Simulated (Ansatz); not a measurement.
## Ti2O: relaxation of cell and atoms with HSE06

The system is Ti2O.

```xyz
3
Lattice="2.9194 0.0000 0.0000 -1.4597 2.5283 0.0000 0.0000 0.0000 4.7130" Properties=species:S:1:pos:R:3 pbc="T T T"
Ti    0.0000    1.6855    3.3993
Ti    1.4597    0.8428    1.3137
O     0.0000    0.0000    0.0000
```

| Property | Result |
| --- | --- |
| Program | Ansatz 0.2.0 |
| Task | relaxation of cell and atoms |
| Functional | HSE06 |
| Potentials or basis | Ansatz PAW |
| Cutoff | 420 eV (not typed: the program's choice for these potentials) |
| k mesh | 6 × 6 × 4 |
| Occupations | fermi-dirac, width 0.05 eV |
| Spin | no spin polarisation |

- Relaxed volume: 11.92 Å³/atom
- Relaxed cell: a = 2.939 Å, b = 2.939 Å, c = 4.779 Å, α = 90.00°, β = 90.00°, γ = 120.00°
- Space group after relaxing (to 0.05 Å): P-3m1 (No. 164)
- Energy gained by relaxing: 16.6 meV/atom
- Ionic steps: 9
- Pressure after relaxing: 0.0 GPa
- Band gap on the k mesh: none (metal or under the smearing width)

The path:
```
step  energy change (eV)  largest force (eV/Å)  volume (Å³)
   1              0.0000                0.7659        34.79
   2             -0.0243                0.2973        36.35
   3             -0.0466                0.0152        35.86
   4             -0.0474                0.0517        35.77
   5             -0.0477                0.0054        35.70
   6             -0.0477                0.0001        35.74
   7             -0.0497                0.0002        35.74
   8             -0.0497                0.0002        35.75
   9             -0.0497                0.0001        35.75
```

Final structure:
```cif
data_structure
_symmetry_space_group_name_H-M 'P 1'
_symmetry_Int_Tables_number 1
_cell_length_a 2.9390
_cell_length_b 2.9390
_cell_length_c 4.7792
_cell_angle_alpha 90.000
_cell_angle_beta 90.000
_cell_angle_gamma 120.000
_cell_volume 35.75
loop_
_atom_site_label
_atom_site_type_symbol
_atom_site_fract_x
_atom_site_fract_y
_atom_site_fract_z
_atom_site_occupancy
Ti1 Ti 0.33333 0.66667 0.72969 1
Ti2 Ti 0.66667 0.33333 0.27031 1
O1 O 0.00000 0.00000 0.00000 1
```

Levels at points of the mesh, in eV from the Fermi level:
| k point | band 11 | band 12 | band 13 | band 14 | band 15 | band 16 | band 17 | band 18 | band 19 |
| --- | --- | --- | --- | --- | --- | --- | --- | --- | --- |
| (0.00, 0.00, 0.00) | -7.55 | -7.55 | -5.08 | -0.82 | 0.18 | 0.65 | 0.65 | 1.21 | 1.21 |
| (0.00, 0.00, -0.50) | -7.62 | -7.62 | -2.97 | -2.61 | 0.14 | 0.14 | 1.35 | 2.26 | 2.26 |
| (0.00, -0.50, 0.00) | -8.69 | -8.07 | -3.50 | -2.26 | -1.39 | 1.38 | 2.07 | 3.27 | 3.39 |
| (0.00, -0.50, -0.50) | -8.72 | -7.99 | -2.46 | -2.16 | -0.98 | -0.86 | 1.20 | 3.28 | 3.36 |

It took 110 s on 1 × NVIDIA H100 80GB HBM3 with 2 threads of AMD EPYC 7R13 Processor (Zen 3), with other jobs on the host, peak memory 2.2 GiB.

Caveat: the k mesh is coarse (spacing up to 0.41 Å⁻¹), so the values aren't converged, least of all with exact exchange; the plane-wave basis is chosen anew once the cell has moved, so the energies of steps on either side of that aren't comparable; the PAW data sets come from PBE, with cores solved anew for the run's functional, which leaves a small shift of forces and pressure. Zero-point motion and thermal expansion aren't in these numbers.
